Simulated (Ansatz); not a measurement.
TiTe2 under changes of volume

One of the cells (26.760 Å³/atom); the others are scaled copies at fixed shape and fractional positions:

```
Te Ti
1.0
     3.77700    0.00000    0.00000
    -1.88850    3.27098    0.00000
     0.00000    0.00000    6.49800
Te Ti
2 1
Direct
  0.33333 0.66667 0.73720
  0.66667 0.33333 0.26280
  0.00000 0.00000 0.00000
```

* Program: Ansatz 0.2.0
* Functional: PBE
* Potentials or basis: all-electron LAPW, scalar-relativistic
* Cutoff: 240 eV (chosen from the basis error)
* Basis error allowed: 0.001 eV/atom
* k mesh: 8 × 8 × 4
* Occupations: fermi-dirac, width 0.05 eV
* Spin: no spin polarisation

```tsv
volume (Å³/atom)	energy over the lowest point (meV/atom)	pressure (GPa)	largest force (eV/Å)
25.154	31.80	5.5	0.579
25.689	16.28	3.8	0.376
26.225	6.15	2.3	0.187
26.760	0.88	0.9	0.011
27.295	0.00	-0.3	0.154
27.830	?	?	?
28.365	9.75	-2.5	0.451
```

Problem. What does the run at 27.830 Å³/atom give?

Solution. Energy over the lowest point 3.09 meV/atom; pressure -1.5 GPa; largest force 0.308 eV/Å.

Worked out: A Birch-Murnaghan fit of order 3 (a polynomial in V^(-2/3)) to the other rows has its minimum at 27.14 Å³/atom with B0 = V·E''(V) = 62 GPa and B' = 4.1 at fixed shape and positions, which overstates the stiffness. It gives 3.09 meV/atom at 27.830 Å³/atom, against the run's 3.09, and -dE/dV = -1.5 GPa, against -1.5.

Energies are extrapolated to zero smearing.

Caveats: this functional lacks dispersion, which binds the layers, so the pressure and a relaxed spacing across them are unreliable.
